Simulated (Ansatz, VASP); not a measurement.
Two plane-wave programs on CoO

```xyz
2
Lattice="2.4677 0.0000 0.0000 0.0000 2.5705 0.0000 0.0000 0.0000 2.5705" Properties=species:S:1:pos:R:3 pbc="T T T"
Co    0.0000    0.0000    0.0000
O     1.2339    1.2853    1.2853
```

Change from the starting cell: strain = -0.04.

Alike in both runs: task relaxation of the atoms; functional PBE; k mesh 7 × 7 × 7; occupations fermi-dirac, width 0.05 eV; collinear spin, ferromagnetic start.

|  | VASP | Ansatz |
| --- | --- | --- |
| version | VASP 6.6.1 | Ansatz 0.2.0 |
| potentials or method | VASP PAW PBE potentials, release 64 (Co, O) | Ansatz PAW |
| plane-wave cutoff (eV) | 520 | 420 |
| valence electrons in the cell | 15 | 23 |

|  | VASP | Ansatz | Ansatz less VASP |
| --- | --- | --- | --- |
| gap on the k mesh at the Fermi level, each at its own relaxed structure (eV) | none | none | - |
| net moment per atom (μB) | 1.50 | 1.50 | +0.001 |
| size of the moment on the site where the two differ most (μB) | 0.46 | 0.48 | +0.022 |

Site moments also hang on the region over which each program counts them. A gap of «none» marks a metal or a gap that the smearing closes. The two sets of potentials don't hold the same shells in valence.

Caveats: the k mesh is coarse (spacing up to 0.36 Å⁻¹), so the values aren't converged; the relaxation stopped at its first step, so nothing moved; a cell with one magnetic atom can't hold antiferromagnetic order, which such compounds often take; semilocal functionals often make such compounds metallic where correlation or magnetic order opens a gap, which also shifts bond lengths.
